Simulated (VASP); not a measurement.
# W: saddle point by the improved dimer method

W, defect, 15 atoms in the cell. PBE, improved dimer method; PAW potentials W_sv (PBE set).

Path: a W atom hops into a neighbouring W vacancy; Length of the hop (Å): 2.741; Atoms free in the vibrations (from 0): 0, 3, 6, 8, 9.

## Input

INCAR.step1:
```
PREC     = Accurate       # precision mode
ENCUT    = 250            # plane-wave cutoff, eV
EDIFF    = 1E-7           # SCF threshold, eV
ISMEAR   = 1              # smearing method
SIGMA    = 0.1            # smearing width, eV
LREAL    = F              # projectors in reciprocal space
LASPH    = T              # aspherical terms in the spheres
NELM     = 100            # most SCF steps
ALGO     = Normal         # electronic algorithm
LWAVE    = F              # write WAVECAR
LCHARG   = F              # write CHGCAR
ISYM     = 0            
KPAR     = 8            
IBRION   = 2              # ionic algorithm
NSW      = 100            # ionic steps
ISIF     = 2              # what is computed and relaxed
EDIFFG   = -0.005         # ionic threshold
POTIM    = 0.5            # step
```

INCAR.step2, as INCAR.step1 but for:
```
- EDIFF = 1E-7
- EDIFFG = -0.005
+ EDIFF = 1E-6
+ EDIFFG = -0.02
```

INCAR.step3, as INCAR.step2 but for:
```
- IBRION = 2
- NSW = 100
- ISIF = 2
- POTIM = 0.5
+ IBRION = 44
+ NSW = 300
```

INCAR.step4, as INCAR.step3 but for:
```
- EDIFF = 1E-6
- IBRION = 44
- NSW = 300
- EDIFFG = -0.02
+ EDIFF = 1E-7
+ IBRION = 5
+ NFREE = 2
+ POTIM = 0.015
+ NSW = 1
```

KPOINTS:
```
k-points
0
Gamma
  3 3 3
```

POSCAR.step1:
```
W
1.0
    6.3293800000      0.0000000000      0.0000000000
    0.0000000000      6.3293800000      0.0000000000
    0.0000000000      0.0000000000      6.3293800000
W
15
Direct
    0.5000000000      0.0000000000      0.0000000000
    0.0000000000      0.5000000000      0.0000000000
    0.0000000000      0.0000000000      0.5000000000
    0.2500000000      0.2500000000      0.2500000000
    0.5000000000      0.5000000000      0.0000000000
    0.5000000000      0.0000000000      0.5000000000
    0.7500000000      0.2500000000      0.2500000000
    0.0000000000      0.5000000000      0.5000000000
    0.2500000000      0.7500000000      0.2500000000
    0.2500000000      0.2500000000      0.7500000000
    0.5000000000      0.5000000000      0.5000000000
    0.7500000000      0.7500000000      0.2500000000
    0.7500000000      0.2500000000      0.7500000000
    0.2500000000      0.7500000000      0.7500000000
    0.7500000000      0.7500000000      0.7500000000
```

POSCAR.step2:
```
W
1.0
    6.3293800000      0.0000000000      0.0000000000
    0.0000000000      6.3293800000      0.0000000000
    0.0000000000      0.0000000000      6.3293800000
W
15
Direct
    0.5000000000      0.0000000000      0.0000000000
    0.0000000000      0.5000000000      0.0000000000
    0.0000000000      0.0000000000      0.5000000000
    0.0000000000      0.0000000000      0.0000000000
    0.5000000000      0.5000000000      0.0000000000
    0.5000000000      0.0000000000      0.5000000000
    0.7500000000      0.2500000000      0.2500000000
    0.0000000000      0.5000000000      0.5000000000
    0.2500000000      0.7500000000      0.2500000000
    0.2500000000      0.2500000000      0.7500000000
    0.5000000000      0.5000000000      0.5000000000
    0.7500000000      0.7500000000      0.2500000000
    0.7500000000      0.2500000000      0.7500000000
    0.2500000000      0.7500000000      0.7500000000
    0.7500000000      0.7500000000      0.7500000000
```

POSCAR.step3:
```
W                                       
1.0
    6.3293800000      0.0000000000      0.0000000000
    0.0000000000      6.3293800000      0.0000000000
    0.0000000000      0.0000000000      6.3293800000
W
15
Direct
    0.5135211947      1.0015190137      0.0109157560
    1.0078005589      0.5056418705      0.0089133968
    1.0032116857      1.0088616084      0.5043381777
    0.1438331758      0.1340463243      0.1322184541
    0.5061833091      0.5049611611      0.0062605581
    0.5058372781      1.0111174434      0.5063181644
    0.7626207702      0.2564404865      0.2571479451
    1.0144791768      0.5087946984      0.5054756268
    0.2564945810      0.7613027911      0.2631859949
    0.2562204153      0.2563022549      0.7627624537
    0.5042710083      0.5061503438      0.5098607410
    0.7614282400      0.7598840169      0.2591886859
    0.7506577125      0.2602990912      0.7565629721
    0.2517997309      0.7604683545      0.7618089505
    0.7581891189      0.7561934907      0.7596778198

    0.0345316774      0.0468482397      0.0468475376
    0.0468489271      0.0345317720      0.0468474643
    0.0468483713      0.0468477534      0.0345315307
   -0.5573373259     -0.5573384056     -0.5573376204
    0.0345313991      0.0345313492      0.0468475251
    0.0345314831      0.0468481290      0.0345316756
    0.0345257243      0.0468510785      0.0468497686
    0.0468487278      0.0345321166      0.0345320621
    0.0468537360      0.0345286869      0.0468496111
    0.0468539948      0.0468511231      0.0345301236
    0.0345314223      0.0345316063      0.0345312795
    0.0345256057      0.0345283976      0.0468500798
    0.0345255207      0.0468511653      0.0345297940
    0.0468541717      0.0345284142      0.0345297301
    0.0345265645      0.0345285736      0.0345294384
```

POSCAR.step4:
```
W
1.0
    6.3293800000      0.0000000000      0.0000000000
    0.0000000000      6.3293800000      0.0000000000
    0.0000000000      0.0000000000      6.3293800000
W
15
Selective dynamics
Direct
    0.5145195269      0.0059405826      0.0067766929  T T T
    0.0061892359      0.5142022238      0.0067219728  F F F
    0.0062379150      0.0059062423      0.5150734811  F F F
    0.1091675822      0.1088606936      0.1097114041  T T T
    0.5038354441      0.5035358005      0.0133374546  F F F
    0.5038520736      0.0125231702      0.5044414235  F F F
    0.7502347151      0.2646674989      0.2655508286  T T T
    0.0127072019      0.5036463123      0.5044383301  F F F
    0.2650127346      0.7499377235      0.2655161513  T T T
    0.2649819205      0.2647181823      0.7508284825  T T T
    0.5113525943      0.5110540345      0.5118854870  F F F
    0.7622484580      0.7618921219      0.2608218014  F F F
    0.7622638179      0.2599981760      0.7627577962  F F F
    0.2604389117      0.7619090133      0.7627676096  F F F
    0.7635058244      0.7631911738      0.7640067811  F F F
```

POSCAR.step5:
```
W
1.0
    6.3293800000      0.0000000000      0.0000000000
    0.0000000000      6.3293800000      0.0000000000
    0.0000000000      0.0000000000      6.3293800000
W
15
Selective dynamics
Direct
    0.5000000166      0.9999999786      0.0000001659  T T T
    0.9999998976      0.5000000180      0.0000002170  F F F
    0.9999999495      0.9999999864      0.5000000214  F F F
    0.2474765462      0.2474766971      0.2474763883  T T T
    0.5000000522      0.5000000213      0.0000002429  F F F
    0.5000000524      0.9999999856      0.4999998178  F F F
    0.7525234544      0.2474766562      0.2474763779  T T T
    0.9999998913      0.5000000027      0.4999998590  F F F
    0.2474766052      0.7525232713      0.2474764958  T T T
    0.2474766040      0.2474766804      0.7525234494  T T T
    0.5000000115      0.5000000108      0.4999999719  F F F
    0.7525235098      0.7525233633      0.2474762712  F F F
    0.7525234459      0.2474767011      0.7525235631  F F F
    0.2474765360      0.7525233462      0.7525235758  F F F
    0.7525234274      0.7525232811      0.7525235826  F F F
```

Commands (each step's output is kept before the next begins):
```
cat potpaw_PBE.64/W_sv/POTCAR > POTCAR
cp INCAR.step1 INCAR
cp POSCAR.step1 POSCAR
mpirun -np 8 vasp_std > vasp.out
cp INCAR.step2 INCAR
cp POSCAR.step2 POSCAR
mpirun -np 8 vasp_std > vasp.out
# the block under the positions in POSCAR is the starting axis: the straight line between the two relaxed ends
cp INCAR.step3 INCAR
cp POSCAR.step3 POSCAR
mpirun -np 8 vasp_std > vasp.out
# POSCAR: the saddle point
cp INCAR.step4 INCAR
cp POSCAR.step4 POSCAR
mpirun -np 8 vasp_std > vasp.out
# POSCAR: the relaxed minimum
cp POSCAR.step5 POSCAR
mpirun -np 8 vasp_std > vasp.out
```

## Result

- Barrier (eV): 1.520
- Barrier with zero-point energies (eV): 1.523
- Imaginary frequency (cm⁻¹): 30
- Imaginary modes at the saddle: 1
- Attempt frequency (THz): 1.2
- Force evaluations of the dimer: 74
- Largest force left (eV/Å): 0.0141
- Ionic steps, all stages: 140
- Electronic steps, all stages: 1112

Vibrations (cm⁻¹; a negative value is imaginary):

| Mode | Minimum | Saddle |
|---|---|---|
| 1 | 177 | 195 |
| 2 | 172 | 189 |
| 3 | 166 | 178 |
| 4 | 163 | 169 |
| 5 | 163 | 168 |
| 6 | 146 | 164 |
| 7 | 143 | 161 |
| 8 | 141 | 159 |
| 9 | 137 | 154 |
| 10 | 136 | 145 |
| 11 | 135 | 144 |
| 12 | 124 | 125 |
| 13 | 112 | 107 |
| 14 | 109 | 103 |
| 15 | 90 | -30 |

Harmonic rate, classical:

| Temperature (K) | Jumps per second |
|---|---|
| 300 | 3.4e-14 |
| 600 | 0.2 |
| 900 | 3.6e+03 |

The cell is W (16 atoms) with one W atom missing.

Limits: the cell holds 15 atoms, so the vacancy or interstitial meets its own images and the barrier isn't that of a lone defect; the attempt frequency counts the hopping atom and the four atoms nearest to it, while all others are held.

VASP 6.6.1 took 2101 s on 8 cores (Intel Xeon Platinum 8488C (Sapphire Rapids)), a shared host.
